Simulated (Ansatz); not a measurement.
## P: elastic constants with PBEsol

The system is P.

```
P
1.0
     1.72573    0.99635    3.12968
    -1.72573    0.99635    3.12968
     0.00000   -1.99270    3.12968
P
2
Direct
  0.77292 0.77292 0.77292
  0.22708 0.22708 0.22708
```

This isn't the form of P at room conditions, which is orthorhombic.

| Property | Result |
| --- | --- |
| Program | Ansatz 0.2.0 |
| Task | elastic constants |
| Functional | PBEsol |
| Potentials or basis | all-electron LAPW, scalar-relativistic |
| Cutoff | 240 eV (chosen from the basis error) |
| Basis error allowed | 0.001 eV/atom |
| k mesh | 7 × 7 × 7 |
| Occupations | fermi-dirac, width 0.05 eV |
| Spin | no spin polarisation |

* Pressure: -2.8 GPa
* Band gap on the k mesh: none (metal or under the smearing width)
* Voigt bulk modulus: 58 GPa

Stress tensor (GPa, compression positive):
```
-2.04  0.00  0.00
 0.00 -2.04  0.00
 0.00  0.00 -4.47
```

Levels at points of the mesh, in eV from the Fermi level:
| k point | band 9 | band 10 | band 11 | band 12 | band 13 | band 14 | band 15 | band 16 | band 17 |
| --- | --- | --- | --- | --- | --- | --- | --- | --- | --- |
| (0.00, 0.00, 0.00) | -16.47 | -3.58 | -3.21 | -2.77 | -2.77 | 1.47 | 2.73 | 2.73 | 5.66 |

Elastic tensor in Voigt notation (GPa, in the Cartesian axes of the cell as first typed):
```
126  55  24 -30   0   0
 55 126  24  30   0   0
 22  22  69   0   0   0
-30  30   0  75   0   0
  0   0   0   0  75 -30
  0   0   0   0 -30  35
```

Wall time 120 s on 1 thread of Arm Neoverse V2 (shared host), peak memory 0.32 GiB.

Caveat: the k mesh is thin for a metal, which can move the energy by tens of meV per atom; a metal's response needs a denser mesh; elastic constants of metals need much finer meshes, so these are rough.
